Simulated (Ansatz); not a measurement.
# Iridium, simple cubic under r²SCAN: structure, energy and stiffness, part 1 of 2

Aim: take iridium in the simple cubic structure, relax it, solve it on a dense k-mesh, then scale the cell to 7 volumes from 88 to 112 % of the relaxed one and try a fit of the equation of state. The start is ferromagnetic. The k-meshes are 13×13×13 for the relaxation; 20×20×20 for the dense run; 14×14×14 for the volumes.

This is Ir in the simple cubic structure; at room conditions it is fcc.

Computed with Ansatz 0.2.0 (DFT r2SCAN, plane waves (500 eV) with PAW, scalar-relativistic; the PAW data stem from PBE, with regenerated cores, unless a step says otherwise).

## (1) The starting structure

Symmetry: Pm-3m, No. 221, cubic system. The conventional cell has a = 2.482 Å, b = 2.482 Å, c = 2.482 Å, α = 90.00°, β = 90.00°, γ = 90.00°. Around Ir (site symmetry m-3m) lie 6 Ir at 2.48 Å.

Coordinates:

```xyz
1
Lattice="2.4815 0.0000 0.0000 0.0000 2.4815 0.0000 0.0000 0.0000 2.4815" Properties=species:S:1:pos:R:3 pbc="T T T"
Ir    0.0000    0.0000    0.0000
```

Starting moments (μB): +1.

## (2) Relaxing cell and atoms

The input, input.yaml:

```yaml
crystal:
  lattice:
    - [2.4815209647, 0.0, 0.0]
    - [0.0, 2.4815209647, 0.0]
    - [0.0, 0.0, 2.4815209647]
  atoms:
    - { symbol: Ir, position: [0.0, 0.0, 0.0], spin: 1.0 }
hamiltonian:
  xc: r2scan
  pseudopotentials:
    kind: paw
    azcp:
      Ir: "pseudopotentials/Ir.paw.azcp"
basis:
  ecutwfc: 500
  fft_grid_basis: typed
kpoints:
  mp_grid: { grid: [13, 13, 13], shift: [0, 0, 0] }
magnetization:
  spin_polarized: true
scf:
  occupations: { method: fermi_dirac, width: 0.05 }
relax:
  max_steps: 60
  f_tol: 0.01
  cell: {}
```

Run with:

```
> ansatz run input.yaml --threads 2 --pin off --max-ram 6144MiB --backend cpu --events-out ev --progress --plain --runs-dir out
```

Standard output:

```text
Warning: RAYON_NUM_THREADS=2 ignored (pool sized by the plan → 2); use --threads N
Engine: ansatz 0.2.0, aarch64-unknown-linux-gnu
Pseudopotentials: kind: paw
Pseudopotential: Ir, paw, valence charge 17, recommended cutoff 500 eV (meta_gga), <dir>
Functional definition: r2SCAN
  parameter k0 = 0.174
  parameter k1 = 0.065
  parameter a1 = 4.9479
  exchange = r2scan_x(k0 = k0, k1 = k1, a1 = a1)
  correlation = r2scan_c
Crystal: 1 atoms, lattice volume = 15.281 Å³
Basis set: ecut = 500 eV, 389 PW (Γ), exchange–correlation on 80×80×80 points (64 copies of the dense FFT grid, shifted against one another)
Bands: 13, of which v1, the nominal top of the filled ones, is band 9 counted from 1 (8 counted from 0)
Symmetry: 48 space group operations
Space group: Pm-3m (ITA 221), of the structure as read, at distance tolerance 2.5e-5 Å
Magnetic group: BNS 221.92 (UNI 1594), of the structure as read, at distance tolerance 2.5e-5 Å
k-points: 84 of 2197
Non-local potential: Ir, projectors of the file, l = 0: 3, l = 1: 2, l = 2: 2, l = 3: 1
PAW form: soft (Blöchl's): semilocal exchange-correlation on the pseudo side does not see the compensation charge
PAW frozen core: Ir, regenerated for the run's functional (the file was generated under x = pbe(κ = 0.804, μ = 0.2195149727645171), c = pbe(β = 0.06672455060314922))
PAW one-centre angular grid: Ir, 590 points (default); XC on 160 Gauss nodes
Initial density: superposition of atomic densities (chi_scale 0.1, normalization cell)
Starting moments: Σ|m| = 1 μB on 1 of 1 site
Initial wavefunctions: pseudopotential atomic-orbital guess
Functional: x = r2scan, c = r2scan; τ floored in thin density (d = 2e-4 eV/Å³)
iter 1 solved again at ethr=4.93e-4 eV; its pass at ethr=3.10e-3 eV (dr2=8.39e-2 eV) is discarded
SCF iter   1: F=—  HF=-11947.136833 eV  |F-HF|=—  |Δ(HF+E_count)|=         —  Δρ=2.44e-2 (↑2.44e-2 ↓1.73e-2)  dr2=7.75e-2  dr2_τ=7.56e-3  dr2_m=3.00e-2  M=0.672 μB ∫|m|=0.676 μB  β_m=0.91  ethr=4.93e-4  ⟨swp⟩=2.1  Hψ=17520  notcnv=0
Mixer restart at iter 1: flushing history
preconditioner: auto → none  [metal: Δε(μ)=0.039 eV  Ē_g=14.320 eV  σ=0.050 eV  W_gap=0.18  n_scr=6 (ndim 8)  ℏωp=28.5 eV  f_vac=0.000  D(μ)=1.10/eV (n_scr^D=18)  sad-step TF]
SCF iter   2: F=—  HF=-11947.305539 eV  |F-HF|=—  |Δ(HF+E_count)|=         —  Δρ=2.94e-2 (↑2.94e-2 ↓2.17e-2)  dr2=3.31e-2  dr2_τ=1.56e-2  dr2_m=7.97e-2  M=0.236 μB ∫|m|=0.246 μB  β_m=0.45  ethr=4.56e-4  ⟨swp⟩=2.8  Hψ=4026  notcnv=0
Mixer restart at iter 2: flushing history
SCF iter   3: F=—  HF=-11947.413513 eV  |F-HF|=—  |Δ(HF+E_count)|=   1.08e-1  Δρ=1.89e-2 (↑1.89e-2 ↓1.79e-2)  dr2=8.74e-3  dr2_τ=1.30e-3  dr2_m=4.29e-2  M=0.158 μB ∫|m|=0.166 μB  β_m=0.43  ethr=1.94e-4  ⟨swp⟩=2.5  Hψ=4700  notcnv=0  defer=19  κ⁻¹=1.0e0(r=1)
SCF iter   4: F=—  HF=-11947.531301 eV  |F-HF|=—  |Δ(HF+E_count)|=   1.18e-1  Δρ=1.13e-2 (↑8.41e-3 ↓1.13e-2)  dr2=5.35e-3  dr2_τ=2.47e-4  dr2_m=1.23e-2  M=0.066 μB ∫|m|=0.070 μB  β_m=0.30  ethr=5.14e-5  ⟨swp⟩=2.4  Hψ=4007  notcnv=0  defer=19  κ⁻¹=1.0e-1(r=2)
SCF iter   5: F=—  HF=-11947.579643 eV  |F-HF|=—  |Δ(HF+E_count)|=   4.83e-2  Δρ=4.40e-3 (↑1.83e-3 ↓4.40e-3)  dr2=2.14e-3  dr2_τ=3.65e-5  dr2_m=1.13e-3  M=-0.008 μB ∫|m|=0.010 μB  β_m=1.00  ethr=3.15e-5  ⟨swp⟩=2.0  Hψ=3941  notcnv=0  defer=19  κ⁻¹=2.6e-2(r=3)
SCF iter   6: F=—  HF=-11947.583609 eV  |F-HF|=—  |Δ(HF+E_count)|=   3.97e-3  Δρ=1.08e-3 (↑6.87e-4 ↓1.08e-3)  dr2=1.32e-4  dr2_τ=7.53e-6  dr2_m=1.66e-5  M=-0.034 μB ∫|m|=0.034 μB  β_m=1.00  ethr=1.26e-5  ⟨swp⟩=2.3  Hψ=4269  notcnv=0  defer=21  κ⁻¹=1.1e-3(r=4)
SCF iter   7: F=—  HF=-11947.583507 eV  |F-HF|=—  |Δ(HF+E_count)|=   1.02e-4  Δρ=4.95e-4 (↑4.95e-4 ↓3.25e-4)  dr2=4.25e-5  dr2_τ=9.34e-7  dr2_m=1.97e-6  M=-0.033 μB ∫|m|=0.033 μB  β_m=1.00  ethr=7.77e-7  ⟨swp⟩=2.9  Hψ=3919  notcnv=0  defer=21  κ⁻¹=4.0e-4(r=5)
SCF iter   8: F=—  HF=-11947.583500 eV  |F-HF|=—  |Δ(HF+E_count)|=   6.10e-6  Δρ=4.84e-4 (↑4.84e-4 ↓3.24e-4)  dr2=7.34e-6  dr2_τ=2.93e-6  dr2_m=1.91e-5  M=-0.026 μB ∫|m|=0.026 μB  β_m=1.00  ethr=2.50e-7  ⟨swp⟩=2.0  Hψ=2877  notcnv=0  defer=21  κ⁻¹=1.6e-4(r=6)
SCF iter   9: F=—  HF=-11947.583473 eV  |F-HF|=—  |Δ(HF+E_count)|=   2.78e-5  Δρ=3.22e-4 (↑3.22e-4 ↓2.29e-4)  dr2=5.32e-6  dr2_τ=1.56e-6  dr2_m=8.93e-6  M=-0.015 μB ∫|m|=0.016 μB  β_m=1.00  ethr=4.32e-8  ⟨swp⟩=2.0  Hψ=3612  notcnv=0  defer=21  κ⁻¹=1.1e-5(r=7)
SCF iter  10: F=—  HF=-11947.583521 eV  |F-HF|=—  |Δ(HF+E_count)|=   4.82e-5  Δρ=2.25e-4 (↑2.25e-4 ↓1.13e-4)  dr2=6.05e-6  dr2_τ=4.52e-7  dr2_m=2.67e-6  M=-0.006 μB ∫|m|=0.007 μB  β_m=1.00  ethr=3.13e-8  ⟨swp⟩=2.0  Hψ=3612  notcnv=0  defer=21  κ⁻¹=3.8e-6(r=8)
SCF iter  11: F=—  HF=-11947.583608 eV  |F-HF|=—  |Δ(HF+E_count)|=   8.74e-5  Δρ=4.22e-5 (↑4.22e-5 ↓3.77e-5)  dr2=1.03e-7  dr2_τ=4.16e-8  dr2_m=1.68e-7  M=0.016 μB ∫|m|=0.016 μB  β_m=1.00  ethr=3.13e-8  ⟨swp⟩=2.3  Hψ=3838  notcnv=0  defer=21  κ⁻¹=3.1e-6(r=8)
SCF iter  12: F=—  HF=-11947.583602 eV  |F-HF|=—  |Δ(HF+E_count)|=   6.46e-6  Δρ=9.74e-5 (↑9.74e-5 ↓9.52e-5)  dr2=6.32e-9  dr2_τ=2.48e-7  dr2_m=1.29e-6  M=0.014 μB ∫|m|=0.014 μB  β_m=1.00  ethr=6.04e-10  ⟨swp⟩=2.0  Hψ=3669  notcnv=0  defer=21  κ⁻¹=1.2e-6(r=8)
SCF iter  13: F=—  HF=-11947.583607 eV  |F-HF|=—  |Δ(HF+E_count)|=   5.47e-6  Δρ=7.08e-5 (↑6.92e-5 ↓7.08e-5)  dr2=1.95e-9  dr2_τ=1.31e-7  dr2_m=6.86e-7  M=0.010 μB ∫|m|=0.010 μB  β_m=1.00  ethr=3.72e-11  ⟨swp⟩=3.0  Hψ=5079  notcnv=0  defer=21  κ⁻¹=1.7e-6(r=8)
SCF iter  14: F=—  HF=-11947.583612 eV  |F-HF|=—  |Δ(HF+E_count)|=   4.96e-6  Δρ=2.70e-5 (↑2.52e-5 ↓2.70e-5)  dr2=8.96e-10  dr2_τ=1.82e-8  dr2_m=9.48e-8  M=0.004 μB ∫|m|=0.004 μB  β_m=1.00  ethr=1.15e-11  ⟨swp⟩=4.0  Hψ=5751  notcnv=0  defer=21  κ⁻¹=3.8e-7(r=8)
SCF iter  15: F=—  HF=-11947.583613 eV  |F-HF|=—  |Δ(HF+E_count)|=   7.91e-7  Δρ=9.24e-6 (↑8.10e-6 ↓9.24e-6)  dr2=5.54e-10  dr2_τ=1.98e-9  dr2_m=1.00e-8  M=0.001 μB ∫|m|=0.001 μB  β_m=1.00  ethr=5.27e-12  ⟨swp⟩=3.8  Hψ=5410  notcnv=0  defer=21  κ⁻¹=2.7e-6(r=8)
SCF iter  16: F=—  HF=-11947.583613 eV  |F-HF|=—  |Δ(HF+E_count)|=   1.32e-7  Δρ=1.59e-6 (↑1.59e-6 ↓1.11e-6)  dr2=5.29e-11  dr2_τ=4.75e-11  dr2_m=2.49e-10  M=-0.000 μB ∫|m|=0.000 μB  β_m=1.00  ethr=3.26e-12  ⟨swp⟩=3.2  Hψ=5154  notcnv=0  defer=21  κ⁻¹=8.5e-7(r=8)
SCF iter  17: F=—  HF=-11947.583613 eV  |F-HF|=—  |Δ(HF+E_count)|=   2.42e-9  Δρ=5.24e-7 (↑5.24e-7 ↓3.97e-7)  dr2=7.66e-12  dr2_τ=5.44e-12  dr2_m=2.63e-11  M=0.000 μB ∫|m|=0.000 μB  β_m=1.00  ethr=1.00e-12  ⟨swp⟩=3.1  Hψ=4454  notcnv=0  defer=21  κ⁻¹=4.3e-7(r=8)
SCF iter  18: F=-11947.583613 eV  HF=-11947.583613 eV  |F-HF|=1.27e-11  |Δ(HF+E_count)|=  1.66e-10  Δρ=1.22e-7 (↑1.22e-7 ↓1.19e-7)  dr2=4.11e-12  dr2_τ=1.29e-13  dr2_m=4.29e-13  M=-0.000 μB ∫|m|=0.000 μB  ethr=1.00e-12  ⟨swp⟩=1.0  Hψ=6468  notcnv=0
WARN: the starting moments were not kept: the SCF closed with an absolute magnetisation of 3.3e-6 μB, where they sum to 1 μB in size (1 site). That is at most 0.1 of that sum. Measured as dr2_m measures the in/out step, that magnetisation stands 5.3e-12 eV from none, at or under the dr2_threshold of 1.0e-7 eV: it is no larger than a step whose dr2_m would equal this threshold. The system may hold no moment; this SCF shows only that its start led to no more than that. To try another start: raise the starting moments (crystal.atoms[].spin, magnetization.per_species, magnetization.initial_magnetization, or on a non-collinear deck that types none of these the spinor_matrix: blocks that start its atoms; where the total moment is fixed, keep their sum and leave initial_magnetization as it is; typed ones take the place of any that the run laid by itself, positive ones on a crystal's lanthanoids without a Hubbard term where scf.initial_density.shell_occupations: [] is typed) or, if the notice of its spin-set hold's release reads "site moments contracting" or "site moments show no strong build", lengthen the hold (scf.mixing.spin_hold: { on: { confirm: 4 } }; for m-r²SCAN on two components see the key's manual first). Each may lead to a state that holds a moment. A second SCF, from the converged charge density, with the starting moments and any scf.initial_density.shell_occupations laid on it anew, would have followed, and was not run: the deck does not ask for one (magnetization.retry_lost_moments is false, the default). To let it run, set magnetization.retry_lost_moments: true and run the deck again, where that key's refused combinations let it; where memory then withholds it, that run's warning says so.
SCF 1 converged in 18 iterations: F = -11947.583613 eV  dr2 = 4.11e-12
relax step   1: F+E_penalty+E_count = -11947.58361310 eV  Δ(F+E_penalty+E_count) = +0.000e0 eV  max|allowed force component| = 0.000e0 eV/Å  Δτ_max = 0.0000 Å  P = +27.946 GPa  Ω = 15.281 Å³  (18 SCF iters, dr2 threshold 1.00e-7 eV, accepted)
[... 30 lines left out ...]
relax step   2: F+E_penalty+E_count = -11947.64679587 eV  Δ(F+E_penalty+E_count) = -6.318e-2 eV  max|allowed force component| = 0.000e0 eV/Å  Δτ_max = 0.0000 Å  P = -13.435 GPa  Ω = 17.627 Å³  energy of the carried Pulay correction = -1.710e-3 eV  (18 SCF iters, dr2 threshold 1.00e-7 eV, accepted)
[... 26 lines left out ...]
relax step   3: F+E_penalty+E_count = -11947.69018648 eV  Δ(F+E_penalty+E_count) = -4.339e-2 eV  max|allowed force component| = 0.000e0 eV/Å  Δτ_max = 0.0000 Å  P = -2.410 GPa  Ω = 16.790 Å³  energy of the carried Pulay correction = -1.129e-3 eV  (20 SCF iters, dr2 threshold 1.00e-7 eV, accepted)
[... 22 lines left out ...]
relax step   4: F+E_penalty+E_count = -11947.69145901 eV  Δ(F+E_penalty+E_count) = -1.273e-3 eV  max|allowed force component| = 0.000e0 eV/Å  Δτ_max = 0.0000 Å  P = +0.301 GPa  Ω = 16.618 Å³  energy of the carried Pulay correction = -1.005e-3 eV  (17 SCF iters, dr2 threshold 1.00e-7 eV, accepted)
[... 19 lines left out ...]
relax step   5: F+E_penalty+E_count = -11947.69146284 eV  Δ(F+E_penalty+E_count) = -3.830e-6 eV  max|allowed force component| = 0.000e0 eV/Å  Δτ_max = 0.0000 Å  P = -0.005 GPa  Ω = 16.637 Å³  energy of the carried Pulay correction = -1.019e-3 eV  (14 SCF iters, dr2 threshold 1.00e-7 eV, accepted)
[... 16 lines left out ...]
relax step   6: F+E_penalty+E_count = -11947.69264596 eV  Δ(F+E_penalty+E_count) = -1.183e-3 eV  max|allowed force component| = 0.000e0 eV/Å  Δτ_max = 0.0000 Å  P = +0.025 GPa  Ω = 16.637 Å³  stress off target by 2.54e-2 GPa  SCF on the basis re-selected at this cell (its energy is not comparable with the rows above)  (11 SCF iters)
basis re-selected at this cell: Δ(F+E_penalty+E_count) = -1.183e-3 eV, ΔP = +0.031 GPa vs the last step (what re-selecting the basis moved, of the pressure what is left beyond the Pulay correction that the steps carried, after the strain that the cell walked since its last selection, with what the two solves' SCF thresholds leave and, on support functions, any second-order correction that the steps lacked; it is no measure of the basis error at this ecutwfc). This SCF's stress stands 2.54e-2 GPa from its target on what of the cell is left free (relax.cell.stress_tol is 5.00e-2 GPa) and its largest allowed force component is 0.00e0 eV/Å (relax.f_tol is 1.00e-2 eV/Å): within both
SCF converged after 11 iterations
Stability not checked: this state was not tested for a lower state beside it, because the mixer in use, unlike msr1, does not test its closes by its own steps (another_mixer; see scf.mixing.algorithm and scf.lower_state_search)
Magnetization: 0.0000 μB (8.5000 up, 8.5000 down)
Absolute magnetization: 0.0000 μB (∫|ρ↑−ρ↓|, with the PAW one-centre terms)
Spin contamination: 0.0000 ħ² per cell (⟨S²⟩ above its minimum at these occupations)
Per-site moments (μB) at R_I (Å): [(3.583786416014521e-8, 1.0530432640897427)]
Free energy (F): -11947.692646 eV
Harris-Foulkes:  -11947.692646 eV  (|F-HF|=3.64e-12)
Internal energy: -11947.678946 eV  (E = F + TS)
E sigma→0 (E₀):  -11947.685796 eV
Entropy (-TS):   -0.013700 eV (-13.700 meV/atom)
Fermi energy:    20.591891 eV
--- Per-component energies (eV) ---
  E_band       = -171.261756
  E_kinetic    = 622.857589
  E_local      = -1339.726354  (includes V_loc(G=0)·N_el)
  E_nonlocal   = 76.007809
  E_hartree    = 510.691907
  E_xc         = -254.289671
  E_vxc        = -331.856662  (∫ρ·V_xc dr)
  E_paw        = -9250.294073  (= ΣΔE_a)
  E_vpaw       = -240.627210  (= ΣTr[D̂ρ^β])
  E_aug_tail   = -0.000015  (compensation charges beyond the density's cutoff)
  E_vtau       = 20.699275  (kinetic-family band-sum trace: ∫τ·v_τ [+ j·A + Jᵃ·Aᵃ] dr)
  E_ewald      = -2312.609246
  E_core_change = -0.316894  (= ΣΔE_core)
  E_smearing   = -0.013700  (= −TS)
  E_closure    = 0.000000  (closes the sum)
  Σ components = -11947.692646   (vs F -11947.692646, Δ=0.00e0)
--- Forces (eV/Å), atoms counted from 1 ---
  atom   1  Ir     0.00000000     0.00000000     0.00000000
  max |Σ_I F_I| component: 6.16e-33 eV/Å
--- Stress (GPa, compression-positive) ---
        0.025407      -0.000000       0.000000
       -0.000000       0.025407      -0.000000
        0.000000      -0.000000       0.025407
  P = ⅓ Tr σ = 0.0254 GPa (0.254 kbar)
--- Relaxed structure (5 steps of the walk, 5 accepted, 1 SCFs on fresh bases) ---
  F+E_penalty+E_count = -11947.69264596 eV   max|allowed force component| = 0.000e0 eV/Å   (the final SCF, on the basis selected at the relaxed cell)
  cell:  # Å, volume = 16.6367 Å³
    - [2.552832155369073, 5.713592168348799e-33, -5.135813185032629e-34]
    - [5.713592168348799e-33, 2.552832155369073, 0.0]
    - [-1.0271626370065257e-33, 0.0, 2.552832155369073]
  atoms:
    - { symbol: Ir, position: [0.0, 0.0, 0.0] }
```

Wall time 46 s (2 threads of Arm Neoverse N1, shared host); peak memory 0.33 GiB.

The walk, from the log:

| step | energy change (meV/atom) | largest force (eV/Å) | pressure (GPa) | volume (Å³/atom) |
| --- | --- | --- | --- | --- |
| 1 | 0.00 | 0.0000 | 27.95 | 15.281 |
| 2 | -63.18 | 0.0000 | -13.43 | 17.627 |
| 3 | -106.57 | 0.0000 | -2.41 | 16.790 |
| 4 | -107.85 | 0.0000 | 0.30 | 16.618 |
| 5 | -107.85 | 0.0000 | -0.01 | 16.637 |
| 6 | -109.03 | 0.0000 | 0.03 | 16.637 |

Steps that repeat a cell are solved on a basis chosen anew, so their changes of energy are no gain of the relaxation.

The cell of the run, before and after:

|  | before | after | change |
| --- | --- | --- | --- |
| a (Å) | 2.482 | 2.553 | +2.9 % |
| b (Å) | 2.482 | 2.553 | +2.9 % |
| c (Å) | 2.482 | 2.553 | +2.9 % |
| volume (Å³/atom) | 15.281 | 16.637 | +8.9 % |
| shortest distance (Å) | 2.482 | 2.553 | +2.9 % |
| space group (spins left aside) | Pm-3m | Pm-3m | same |

## (3) The energy on a finer k-mesh

The input, input.yaml:

```yaml
crystal:
  lattice:
    - [2.5528321554, 0.0, 0.0]
    - [0.0, 2.5528321554, 0.0]
    - [0.0, 0.0, 2.5528321554]
  atoms:
    - { symbol: Ir, position: [0.0, 0.0, 0.0], spin: 1.0 }
hamiltonian:
  xc: r2scan
  pseudopotentials:
    kind: paw
    azcp:
      Ir: "pseudopotentials/Ir.paw.azcp"
basis:
  ecutwfc: 500
  fft_grid_basis: typed
kpoints:
  mp_grid: { grid: [20, 20, 20], shift: [0, 0, 0] }
magnetization:
  spin_polarized: true
scf:
  occupations: { method: fermi_dirac, width: 0.05 }
```

Run with:

```
> ansatz run input.yaml --threads 2 --pin off --max-ram 6144MiB --backend cpu --events-out ev --progress --plain --runs-dir out
```

Standard output, cut to the lines that bear on the results:

```text
Warning: RAYON_NUM_THREADS=2 ignored (pool sized by the plan → 2); use --threads N
[...]
[... 3 set-up lines as earlier in the session ...]
[...]
Crystal: 1 atoms, lattice volume = 16.637 Å³
Basis set: ecut = 500 eV, 437 PW (Γ), exchange–correlation on 80×80×80 points (64 copies of the dense FFT grid, shifted against one another)
Bands: 13, of which v1, the nominal top of the filled ones, is band 9 counted from 1 (8 counted from 0)
[... 1 set-up line as earlier in the session ...]
[...]
WARN: the starting moments were not kept: the SCF closed with an absolute magnetisation of 2.1e-6 μB, where they sum to 1 μB in size (1 site). That is at most 0.1 of that sum. Measured as dr2_m measures the in/out step, that magnetisation stands 2.1e-12 eV from none, at or under the [...]
this state was not tested for a lower state beside it, because the mixer in use, unlike msr1, does not test its closes by its own steps (another_mixer; see scf.mixing.algorithm and scf.lower_state_search)
SCF converged after 17 iterations
Magnetization: 0.0000 μB (8.5000 up, 8.5000 down)
Absolute magnetization: 0.0000 μB (∫|ρ↑−ρ↓|, with the PAW one-centre terms)
Spin contamination: 0.0000 ħ² per cell (⟨S²⟩ above its minimum at these occupations)
Per-site moments (μB) at R_I (Å): [(1.91915641726609e-6, 1.0530432641025)]
Free energy (F): -11947.698427 eV
[...]
E sigma→0 (E₀):  -11947.693226 eV
Entropy (-TS):   -0.010402 eV (-10.402 meV/atom)
Fermi energy:    20.619576 eV
[...]
```

Wall time 29 s (2 threads of Arm Neoverse N1, shared host); peak memory 0.4 GiB.

## (4) Equation of state: 88 %

The input, input.yaml:

```yaml
crystal:
  lattice:
    - [2.4463381362, 0.0, 0.0]
    - [0.0, 2.4463381362, 0.0]
    - [0.0, 0.0, 2.4463381362]
  atoms:
    - { symbol: Ir, position: [0.0, 0.0, 0.0], spin: 1.0 }
hamiltonian:
  xc: r2scan
  pseudopotentials:
    kind: paw
    azcp:
      Ir: "pseudopotentials/Ir.paw.azcp"
basis:
  ecutwfc: 500
  fft_grid_basis: typed
kpoints:
  mp_grid: { grid: [14, 14, 14], shift: [0, 0, 0] }
magnetization:
  spin_polarized: true
scf:
  occupations: { method: fermi_dirac, width: 0.05 }
  lower_state_search: "off"
output:
  stress: true
```

Run with:

```
> ansatz run input.yaml --threads 2 --pin off --max-ram 6144MiB --backend cpu --events-out ev --progress --plain --runs-dir out
```

Standard output, cut to the lines that bear on the results:

```text
Warning: RAYON_NUM_THREADS=2 ignored (pool sized by the plan → 2); use --threads N
[...]
[... 3 set-up lines as earlier in the session ...]
[...]
Crystal: 1 atoms, lattice volume = 14.640 Å³
Basis set: ecut = 500 eV, 365 PW (Γ), exchange–correlation on 72×72×72 points (64 copies of the dense FFT grid, shifted against one another)
Bands: 13, of which v1, the nominal top of the filled ones, is band 9 counted from 1 (8 counted from 0)
[... 1 set-up line as earlier in the session ...]
[...]
WARN: the starting moments were not kept: the SCF closed with an absolute magnetisation of 2.0e-6 μB, where they sum to 1 μB in size (1 site). That is at most 0.1 of that sum. Measured as dr2_m measures the in/out step, that magnetisation stands 1.4e-12 eV from none, at or under the [...]
SCF converged after 18 iterations
Magnetization: 0.0000 μB (8.5000 up, 8.5000 down)
Absolute magnetization: 0.0000 μB (∫|ρ↑−ρ↓|, with the PAW one-centre terms)
Spin contamination: 0.0000 ħ² per cell (⟨S²⟩ above its minimum at these occupations)
Per-site moments (μB) at R_I (Å): [(1.6441882791268699e-6, 1.0091144811825001)]
Free energy (F): -11947.457719 eV
[...]
E sigma→0 (E₀):  -11947.454149 eV
Entropy (-TS):   -0.007140 eV (-7.140 meV/atom)
Fermi energy:    24.373839 eV
[...]
--- Stress (GPa, compression-positive) ---
       45.874647      -0.000000       0.000000
       -0.000000      45.874647       0.000000
        0.000000       0.000000      45.874647
  P = ⅓ Tr σ = 45.8746 GPa (458.746 kbar)
```

It took 14 s on 2 threads of Arm Neoverse N1, shared host; peak memory 0.3 GiB.

## (5) Equation of state: 92 %

Changes to input.yaml since step 4:

```diff
@@ -2,5 +2,5 @@
   lattice:
-    - [2.4463381362, 0.0, 0.0]
-    - [0.0, 2.4463381362, 0.0]
-    - [0.0, 0.0, 2.4463381362]
+    - [2.4828560295, 0.0, 0.0]
+    - [0.0, 2.4828560295, 0.0]
+    - [0.0, 0.0, 2.4828560295]
   atoms:
```

Run with:

```
> ansatz run input.yaml --threads 2 --pin off --max-ram 6144MiB --backend cpu --events-out ev --progress --plain --runs-dir out
```

Standard output, cut to the lines that bear on the results:

```text
Warning: RAYON_NUM_THREADS=2 ignored (pool sized by the plan → 2); use --threads N
[...]
[... 3 set-up lines as earlier in the session ...]
[...]
Crystal: 1 atoms, lattice volume = 15.306 Å³
Basis set: ecut = 500 eV, 389 PW (Γ), exchange–correlation on 80×80×80 points (64 copies of the dense FFT grid, shifted against one another)
Bands: 13, of which v1, the nominal top of the filled ones, is band 9 counted from 1 (8 counted from 0)
[... 1 set-up line as earlier in the session ...]
[...]
WARN: the starting moments were not kept: the SCF closed with an absolute magnetisation of 1.5e-5 μB, where they sum to 1 μB in size (1 site). That is at most 0.1 of that sum. Measured as dr2_m measures the in/out step, that magnetisation stands 1.2e-10 eV from none, at or under the [...]
SCF converged after 18 iterations
Magnetization: -0.0000 μB (8.5000 up, 8.5000 down)
Absolute magnetization: 0.0000 μB (∫|ρ↑−ρ↓|, with the PAW one-centre terms)
Spin contamination: 0.0000 ħ² per cell (⟨S²⟩ above its minimum at these occupations)
Per-site moments (μB) at R_I (Å): [(-1.4148894248294874e-5, 1.02417811216875)]
Free energy (F): -11947.606642 eV
[...]
E sigma→0 (E₀):  -11947.602736 eV
Entropy (-TS):   -0.007811 eV (-7.811 meV/atom)
Fermi energy:    23.022293 eV
[...]
--- Stress (GPa, compression-positive) ---
       26.603225       0.000000       0.000000
        0.000000      26.603225       0.000000
        0.000000       0.000000      26.603225
  P = ⅓ Tr σ = 26.6032 GPa (266.032 kbar)
```

Wall time 13 s (2 threads of Arm Neoverse N1, shared host); peak memory 0.31 GiB.

(Continued in part 2 of 2.)
